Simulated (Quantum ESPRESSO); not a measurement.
Runs of Quantum ESPRESSO 7.5 on BN. It takes space group P6_3/mmc (No. 194, hexagonal). The conventional cell has a = 2.498 Å, b = 2.498 Å, c = 6.636 Å, α = 90.00°, β = 90.00°, γ = 120.00°. Around N (site symmetry -6m2) lie 3 B at 1.44 Å. Around B (site symmetry -6m2) lie 3 N at 1.44 Å. 

```tsv
task	level	potentials or basis	cell	k mesh	cutoff (eV)	smearing	symmetry	SCF threshold	form of the LDA correlation	share of exact exchange	q mesh for exact exchange	mesh quality	gap on the mesh (eV)	pressure (GPa)	V0 of scaled cells (Å³/atom)	B0 (GPa)
equation of state	r2SCAN	SG15 PBE 1.2	as given	8 × 8 × 2	1197	fermi-dirac 0.05 eV	off	1e-08 Ry	-	-	-	coarse	-	-	8.96	246
equation of state	PBE	SSSP 1.3 efficiency PBE	as given	12 × 12 × 4	816	fermi-dirac 0.05 eV	-	8e-10 Ry	-	-	-	not flagged	-	-	9.13	(a)
phonons	AM05	PseudoDojo 0.4.1 SR PBE standard	relaxed	6 × 6 × 2, shifted	1143	fermi-dirac 0.05 eV	-	8e-10 Ry	-	-	-	coarse	-	0.3	-	-
band structure	LDA	GBRV 1.5 LDA	as given	12 × 12 × 4	612	fermi-dirac 0.05 eV	-	8e-10 Ry	PZ81	-	-	not flagged	4.09	(c)	-	-
band structure	PBEsol	GBRV 1.5 PBEsol	as given	12 × 12 × 4	612	fermi-dirac 0.05 eV	-	8e-10 Ry	-	-	-	not flagged	(b)	2.5	-	-
Wannier functions	PBEsol	GBRV 1.5 PBEsol	as given	7 × 7 × 2	612	fermi-dirac 0.05 eV	-	8e-10 Ry	-	-	-	coarse	4.41	2.5	-	-
equation of state	LDA	GBRV 1.5 LDA	as given	12 × 12 × 4	612	fermi-dirac 0.05 eV	-	8e-10 Ry	PZ81	-	-	not flagged	-	-	8.90	251
equation of state	r2SCAN	SG15 PBE 1.2	as given	9 × 9 × 3	1197	fermi-dirac 0.05 eV	off	1e-08 Ry	-	-	-	not flagged	-	-	8.96	246
dielectric tensor	PBE	GBRV 1.5 PBE	as given	8 × 8 × 2, shifted	612	fermi-dirac 0.05 eV	-	8e-10 Ry	-	-	-	coarse	-	4.9	-	-
```

Alike in all rows: no spin polarisation.

Fill in the values left out.

(a) 237; (b) 4.19; (c) -2.1.

Caveats: some runs use coarse meshes; this functional lacks dispersion, which binds the layers, so the pressure and a relaxed spacing across them are unreliable (some runs); the cell was scaled at fixed shape and fractional positions, which overstates the stiffness of a crystal with free parameters, most of all of layers and chains (some runs); the potentials were made for another functional, which shifts forces and pressure (some runs); the layers were relaxed without a dispersion term, so their spacing and the soft interlayer modes are unreliable (some runs); some levels on the path didn't converge (some runs); the Wannier minimisation didn't converge (some runs); the mesh misses the band edges, which the band path finds closer together (some runs).

Not every run made on this cell is shown here.
